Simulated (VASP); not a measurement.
# TiN (Fm-3m) in VASP: relaxation of cell and atoms with PBEsol

Aim: the relaxation of cell and atoms of TiN with PBEsol.

All numbers are computed with VASP 6.6.1; they aren't measurements. Logs are shortened: lines on timing, memory, paths and dates and some standing lists are left out, and cuts for length are marked.

### 1 The structure

It takes space group Fm-3m (No. 225, cubic). Conventional cell: a = 4.238 Å, b = 4.238 Å, c = 4.238 Å, α = 90.00°, β = 90.00°, γ = 90.00°. Ti (site symmetry m-3m) is surrounded by 6 N at 2.12 Å. N (site symmetry m-3m) is surrounded by 6 Ti at 2.12 Å.

### 2 Relaxation of cell and atoms, PBEsol

Input file INCAR:

```
PREC     = Accurate       # precision mode
ENCUT    = 520            # plane-wave cutoff, eV
EDIFF    = 1E-7           # SCF threshold, eV
ISMEAR   = 0              # smearing method
SIGMA    = 0.02           # smearing width, eV
LREAL    = F              # projectors in reciprocal space
LASPH    = T              # aspherical terms in the spheres
NELM     = 100            # most SCF steps
ALGO     = Fast           # electronic algorithm
ISIF     = 3              # what is computed and relaxed
LWAVE    = F              # write WAVECAR
LCHARG   = F              # write CHGCAR
GGA      = PS             # functional
IBRION   = 2              # ionic algorithm
NSW      = 80             # ionic steps
EDIFFG   = -0.002         # ionic threshold
KPAR     = 4
```

Input file KPOINTS:

```
Automatic mesh
0
Gamma
  12 12 12
```

Input file POSCAR:

```
TiN
1.0
    0.0000000000      2.1190000000      2.1190000000
    2.1190000000      0.0000000000      2.1190000000
    2.1190000000      2.1190000000      0.0000000000
Ti N
1 1
Direct
    0.0000000000      0.0000000000      0.0000000000
    0.5000000000      0.5000000000      0.5000000000
```

Potentials or basis: VASP PAW PBE potentials, release 64 (Ti_sv, N).

Launch:

```bash
$ cat potpaw_PBE.64/Ti_sv/POTCAR potpaw_PBE.64/N/POTCAR > POTCAR
$ mpirun -np 4 vasp_std > vasp.out
```

OUTCAR:

```text
PREC = Accurate
   ENCUT = 520
   EDIFF = 1E-7
   ISMEAR = 0
   LREAL = F
   LASPH = T
   NELM = 100
   ISIF = 3
   GGA = PS
   IBRION = 2
   NSW = 80
   EDIFFG = -0.002

 ion  position               nearest neighbor table
   1  0.000  0.000  0.000-   2 2.12   2 2.12   2 2.12   2 2.12   2 2.12   2 2.12
   2  0.500  0.500  0.500-   1 2.12   1 2.12   1 2.12   1 2.12   1 2.12   1 2.12

  LATTYP: Found a face centered cubic cell.
 ALAT       =     4.2380000000

  Lattice vectors:

 A1 = (   0.0000000000,   2.1190000000,   2.1190000000)
 A2 = (   2.1190000000,   0.0000000000,   2.1190000000)
 A3 = (   2.1190000000,   2.1190000000,   0.0000000000)

Analysis of symmetry for initial positions (statically):
=====================================================================
 Subroutine PRICEL returns:
 Original cell was already a primitive cell.

 Routine SETGRP: Setting up the symmetry group for a
 face centered cubic supercell.

 Subroutine GETGRP returns: Found 48 space group operations
 (whereof 48 operations were pure point group operations)
 out of a pool of 48 trial point group operations.

The static configuration has the point symmetry O_h .

Analysis of symmetry for dynamics (positions and initial velocities):
=====================================================================
 Subroutine PRICEL returns:
 Original cell was already a primitive cell.

 Routine SETGRP: Setting up the symmetry group for a
 face centered cubic supercell.

 Subroutine GETGRP returns: Found 48 space group operations
 (whereof 48 operations were pure point group operations)
 out of a pool of 48 trial point group operations.

The dynamic configuration has the point symmetry O_h .

 Subroutine INISYM returns: Found 48 space group operations
 (whereof 48 operations are pure point group operations),
 and found     1 'primitive' translations

----------------------------------------------------------------------------------------

                                     Primitive cell

  volume of cell :      19.0293

  direct lattice vectors                    reciprocal lattice vectors
     0.000000000  2.119000000  2.119000000    -0.235960359  0.235960359  0.235960359
     2.119000000  0.000000000  2.119000000     0.235960359 -0.235960359  0.235960359
     2.119000000  2.119000000  0.000000000     0.235960359  0.235960359 -0.235960359

  length of vectors
     2.996718539  2.996718539  2.996718539     0.408695330  0.408695330  0.408695330

  position of ions in fractional coordinates (direct lattice)
     0.000000000  0.000000000  0.000000000
     0.500000000  0.500000000  0.500000000

  ion indices of the primitive-cell ions
   primitive index   ion index
                 1           1
                 2           2

----------------------------------------------------------------------------------------

 KPOINTS: Automatic mesh

Automatic generation of k-mesh.
 Grid dimensions read from file:
 generate k-points for:   12   12   12

 Generating k-lattice:

  Cartesian coordinates                     Fractional coordinates (reciprocal lattice)
    -0.019663363  0.019663363  0.019663363     0.083333333  0.000000000  0.000000000
     0.019663363 -0.019663363  0.019663363     0.000000000  0.083333333  0.000000000
     0.019663363  0.019663363 -0.019663363     0.000000000  0.000000000  0.083333333

  Length of vectors
     0.034057944  0.034057944  0.034057944

  Shift w.r.t. Gamma in fractional coordinates (k-lattice)
     0.000000000  0.000000000  0.000000000

 Subroutine IBZKPT returns following result:
 ===========================================

 Found     72 irreducible k-points:

 Following reciprocal coordinates:
            Coordinates               Weight
  0.000000  0.000000  0.000000      1.000000
  0.083333  0.000000  0.000000      8.000000
  0.166667  0.000000  0.000000      8.000000
  0.250000  0.000000  0.000000      8.000000
  0.333333  0.000000  0.000000      8.000000
  0.416667  0.000000  0.000000      8.000000
[... 16 lines left out ...]
  0.500000  0.166667  0.000000     24.000000
 -0.416667  0.166667  0.000000     24.000000
 [... further k-points ...]
   k-points           NKPTS =     72   k-points in BZ     NKDIM =     72   number of bands    NBANDS=     12
   number of dos      NEDOS =    301   number of ions     NIONS =      2
   total plane-waves  NPLWV =  13824
   dimension x,y,z NGX =    24 NGY =   24 NGZ =   24
   dimension x,y,z NGXF=    48 NGYF=   48 NGZF=   48
   ions per type =               1   1
   NGX,Y,Z   is equivalent  to a cutoff of  13.31, 13.31, 13.31 a.u.
   NGXF,Y,Z  is equivalent  to a cutoff of  26.63, 26.63, 26.63 a.u.
 SYSTEM =  unknown system
   PREC   = accura    normal or accurate (medium, high low for compatibility)
   ISTART =      0    job   : 0-new  1-cont  2-samecut
   ICHARG =      2    charge: 1-file 2-atom 10-const
   ISPIN  =      1    spin polarized calculation?
   LNONCOLLINEAR =      F non collinear calculations
   LSORBIT =      F    spin-orbit coupling
   LASPH  =      T    aspherical Exc in radial PAW
   ENCUT  =  520.0 eV  38.22 Ry    6.18 a.u.   5.57  5.57  5.57*2*pi/ulx,y,z
   NELM   =    100;   NELMIN=  2; NELMDL= -5     # of ELM steps
   EDIFF  = 0.1E-06   stopping-criterion for ELM
   LREAL  =      F    real-space projection
   EDIFFG = -.2E-02   stopping-criterion for IOM
   NSW    =     80    number of steps for IOM
   IBRION =      2    ionic relax: 0-MD 1-quasi-New 2-CG
   NFREE  =      1    steps in history (QN), initial steepest desc. (CG)
   ISIF   =      3    stress and relaxation
   ISYM   =      2    0-nonsym 1-usesym 2-fastsym
   POTIM  = 0.5000    time-step for ionic-motion
   TEBEG  =    0.0;   TEEND  =   0.0 temperature during run
   PSTRESS=    0.0 pullay stress
   NELECT =      17.0000    total number of electrons
   NUPDOWN=      -1.0000    fix difference up-down
   EMIN   =  10.00;   EMAX   =-10.00  energy-range for DOS
   EFERMI =   0.00;   METHOD = LEGACY
   ISMEAR =     0;   SIGMA  =   0.02  broadening in eV -4-tet -1-fermi 0-gaus
   EFERMI_NEDOS =   21; number of points for ismear=-14 and -15
   IALGO  =     68    algorithm
   IMIX   =      4    mixing-type and parameters
     AMIX     =   0.40;   BMIX     =  1.00
     AMIX_MAG =   1.60;   BMIX_MAG =  1.00
  volume/ion in A,a.u.               =       9.51        64.21
  Fermi-wavevector in a.u.,A,eV,Ry     =   1.576704  2.979539 33.824024  2.485996
  Thomas-Fermi vector in A             =   2.677497
   LORBIT       =      0    0 simple, 1 ext, 2 COOP (PROOUT), +10 PAW based schemes
   GGA     = PS    functional components
   LHFCALC =     F    Hartree Fock is set to
   AEXX    =    0.0000 exact exchange contribution
   IVDW    =     0    specifies the selected vdW correction
   LEPSILON=     F    determine dielectric tensor
   LRPA    =     F    only Hartree local field effects (RPA)
 conjugate gradient relaxation of ions
 non-spin polarized calculation
 RMM-DIIS sequential band-by-band and
 Gauss-broadening in eV      SIGMA  =   0.02
  energy-cutoff  :      520.00
  volume of cell :       19.03
 maximum number of plane-waves:       532
 NGX is ok and might be reduce to    24
   NGX = 11   NGY = 11   NGZ = 11

--------------------------------------- Ionic step        1  -------------------------------------------

 number of electron      17.0000002 magnetization

 Free energy of the ion-electron system (eV)
  ---------------------------------------------------
  ext. energy  EPLUGINS =         0.00000000
  ---------------------------------------------------
  free energy    TOTEN  =       -20.77187254 eV

  energy without entropy =      -20.77146447  energy(sigma->0) =      -20.77166850

------------------------ aborting loop EDIFF was not reached (unconverged)  ----------------------------

  FORCE on cell =-STRESS in cart. coord.  units (eV):
  Direction    XX          YY          ZZ          XY          YZ          ZX
  --------------------------------------------------------------------------------------
  -------------------------------------------------------------------------------------
  Total       -0.7651624     -0.7651624     -0.7651624      0.0000000     -0.0000000      0.0000000
  in kB      -64.4230583    -64.4230583    -64.4230583      0.0000000     -0.0000000      0.0000000
  external PRESSURE =     -64.4230583 kB  Pullay stress =       0.0000000 kB
[... 165 lines left out ...]
  energy  without entropy=      -20.7814702051  energy(sigma->0) =      -20.78167323

--------------------------------------- Ionic step        6  -------------------------------------------

 number of electron      16.9999999 magnetization

 Free energy of the ion-electron system (eV)
  ---------------------------------------------------
  ext. energy  EPLUGINS =         0.00000000
  ---------------------------------------------------
  free energy    TOTEN  =       -20.78187644 eV

  energy without entropy =      -20.78147039  energy(sigma->0) =      -20.78167341

 E-fermi :  11.5923     XC(G=0): -13.3633

 val. band max:       11.5876831558   @ k =   0.5000   0.2500   0.0833
 cond. band min:      11.5965286551   @ k =   0.1667   0.0000   0.0000
 fundamental gap:      0.0088454993
 Fermi energy:        11.5922575666

 k-point     1 :       0.0000    0.0000    0.0000
  band No.  band energies     occupation
      1     -45.9230      2.00000
      2     -21.9830      2.00000
      3     -21.9830      2.00000
      4     -21.9830      2.00000
      5      -5.5401      2.00000
      6       9.6048      2.00000
      7       9.6048      2.00000
      8       9.6048      2.00000
      9      10.9984      2.00000
     10      10.9984      2.00000
     11      10.9984      2.00000
     12      12.2458      0.00000
[... 331 lines left out ...]
 k-point    24 :      -0.4167    0.1667    0.0000
  band No.  band energies     occupation
      1     -45.8007      2.00000
      2     -22.6270      2.00000
      3     -22.1702      2.00000
      4     -22.0696      2.00000
      5      -3.1531      2.00000
      6       3.9938      2.00000
      7       6.0992      2.00000
      8       6.2494      2.00000
      9      12.9724      0.00000
     10      13.3142      0.00000
     11      13.8556      0.00000
     12      16.3239      0.00000

 [... further k-points ...]

------------------------ aborting loop because EDIFF is reached ----------------------------------------

  FORCE on cell =-STRESS in cart. coord.  units (eV):
  Direction    XX          YY          ZZ          XY          YZ          ZX
  --------------------------------------------------------------------------------------
  -------------------------------------------------------------------------------------
  Total       -0.0010942     -0.0010942     -0.0010942      0.0000000     -0.0000000     -0.0000000
  in kB       -0.0942364     -0.0942364     -0.0942364      0.0000000     -0.0000000     -0.0000000
  external PRESSURE =      -0.0942364 kB  Pullay stress =       0.0000000 kB
[... 17 lines left out ...]
  FREE ENERGIE OF THE ION-ELECTRON SYSTEM (eV)
  ---------------------------------------------------
  free  energy   TOTEN  =       -20.7818764389 eV

  energy  without entropy=      -20.7814703853  energy(sigma->0) =      -20.78167341

 reached required accuracy - stopping structural energy minimisation
```

Run time: 92 s. Hardware: 4 MPI ranks of Intel Xeon Platinum 8488C (Sapphire Rapids), shared host; peak memory 0.14 GiB.

Results:

| Property | Result |
| --- | --- |
| Free energy | -20.7819 eV |
| Relaxed volume | 9.30 Å³/atom |
| Relaxed cell | a = 2.974 Å, b = 2.974 Å, c = 2.974 Å, α = 60.00°, β = 60.00°, γ = 60.00° |
| Space group after relaxing (to 0.05 Å) | Fm-3m (No. 225) |
| Energy gained by relaxing | 5.0 meV/atom |
| Ionic steps | 6 |
| Pressure after relaxing | 0.0 GPa |
| Band gap on the k mesh | none (metal or under the smearing width) |

Step by step:
| step | energy change (eV) | largest force (eV/Å) | pressure (GPa) | volume (Å³) |
| --- | --- | --- | --- | --- |
| 1 | 0.0000 | 0.0000 | -6.44 | 19.03 |
| 2 | 0.0111 | 0.0000 | 10.68 | 17.99 |
| 3 | -0.0100 | 0.0000 | -0.08 | 18.61 |
| 4 | -0.0100 | 0.0000 | 0.04 | 18.60 |
| 5 | -0.0100 | 0.0000 | -0.05 | 18.61 |
| 6 | -0.0100 | 0.0000 | -0.01 | 18.60 |

Final structure:
```cif
data_structure
_symmetry_space_group_name_H-M 'P 1'
_symmetry_Int_Tables_number 1
_cell_length_a 2.9742
_cell_length_b 2.9742
_cell_length_c 2.9742
_cell_angle_alpha 60.000
_cell_angle_beta 60.000
_cell_angle_gamma 60.000
_cell_volume 18.60
loop_
_atom_site_label
_atom_site_type_symbol
_atom_site_fract_x
_atom_site_fract_y
_atom_site_fract_z
_atom_site_occupancy
Ti1 Ti 0.00000 0.00000 0.00000 1
N1 N 0.50000 0.50000 0.50000 1
```

Levels at points of the mesh, in eV from the Fermi level:
| k point | band 7 | band 8 | band 9 | band 10 | band 11 | band 12 |
| --- | --- | --- | --- | --- | --- | --- |
| (0.00, 0.00, 0.00) | -1.99 | -1.99 | -0.59 | -0.59 | -0.59 | 0.65 |
| (0.50, 0.00, 0.00) | -5.56 | -5.56 | 1.83 | 1.83 | 2.54 | 6.04 |
| (0.50, 0.50, 0.00) | -3.19 | -3.19 | -3.16 | 1.77 | 2.57 | 2.57 |

Caveat: the PAW data sets were made with another functional, which shifts forces and pressure a little.
